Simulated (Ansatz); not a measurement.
**HgTe in Ansatz: the effect of functional**

Crystal: HgTe.

```xyz
2
Lattice="0.0000 3.1370 3.1370 3.1370 0.0000 3.1370 3.1370 3.1370 0.0000" Properties=species:S:1:pos:R:3 pbc="T T T"
Hg    0.0000    0.0000    0.0000
Te    3.1370    3.1370    3.1370
```

Measurements of this composition are mostly on another form, of space group No. 216.

The cell isn't the ideal one: volume scaled by 0.96.

Alike in all runs:

```yaml
Program: Ansatz 0.2.0
Task: single point
Potentials_or_basis: Ansatz PAW
k_mesh: 7 × 7 × 7
Occupations: fermi-dirac, width 0.05 eV
Spin: no spin polarisation
```

```csv
functional,cutoff,pressure (GPa)
LDA,420 eV (not typed: the program's choice for these potentials),?
PBE,420 eV (not typed: the program's choice for these potentials),-2.6
PBEsol,420 eV (not typed: the program's choice for these potentials),-5.5
r2SCAN,500 eV (not typed: the program's choice for these potentials),-3.8
```

Problem. What does the run with functional LDA give?

Solution. Pressure -7.0 GPa.

Caveats: the PAW data sets come from PBE, with cores solved anew for the run's functional, which leaves a small shift of forces and pressure (some runs).
